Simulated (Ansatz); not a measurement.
## BP under changes of volume

One of the cells (11.682 Å³/atom); the others are scaled copies at fixed shape and fractional positions:

```
CELL_PARAMETERS angstrom
0.00000 2.26900 2.26900
2.26900 0.00000 2.26900
2.26900 2.26900 0.00000
ATOMIC_POSITIONS crystal
P 0.75000 0.75000 0.75000
B 0.00000 0.00000 0.00000
```

```yaml
Program: Ansatz 0.2.0
Functional: r2SCAN-EpsX
Potentials_or_basis: Ansatz PAW
Cutoff: "500 eV (not typed: the program's choice for these potentials)"
k_mesh: 5 × 5 × 5
Occupations: fermi-dirac, width 0.05 eV
Spin: no spin polarisation
```

| volume (Å³/atom) | energy over the lowest point (meV/atom) | pressure (GPa) | gap on the mesh (eV) |
| --- | --- | --- | --- |
| 10.981 | 21.41 | 11.1 | 1.94 |
| 11.214 | 8.45 | 6.7 | 1.97 |
| 11.448 | ? | ? | ? |
| 11.682 | 0.00 | -0.8 | 2.02 |
| 11.915 | 3.47 | -4.0 | 2.05 |
| 12.149 | 11.44 | -7.0 | 2.07 |
| 12.383 | 23.51 | -9.7 | 2.09 |

Task: What does the run at 11.448 Å³/atom give?

Result: Energy over the lowest point 1.50 meV/atom; pressure 2.8 GPa; gap on the mesh 2.00 eV.

Worked out: A Birch-Murnaghan fit of order 3 (a polynomial in V^(-2/3)) to the other rows has its minimum at 11.63 Å³/atom with B0 = V·E''(V) = 173 GPa and B' = 3.9. It gives 1.48 meV/atom at 11.448 Å³/atom, against the run's 1.50, and -dE/dV = 2.8 GPa, against 2.8. A straight line through the other rows of the gap, of slope 1.26 eV per unit of ln V, gives 1.99 eV, against the run's 2.00.

Energies are extrapolated to zero smearing.

Caveats: all runs use coarse meshes; odd divisions of the mesh miss points on the zone boundary, where band edges often lie, so the gap on the mesh can be too wide; the PAW data sets come from PBE, with cores solved anew for the run's functional, which leaves a small shift of forces and pressure; the thresholds are loose for stress.

A mesh can miss the band edges.
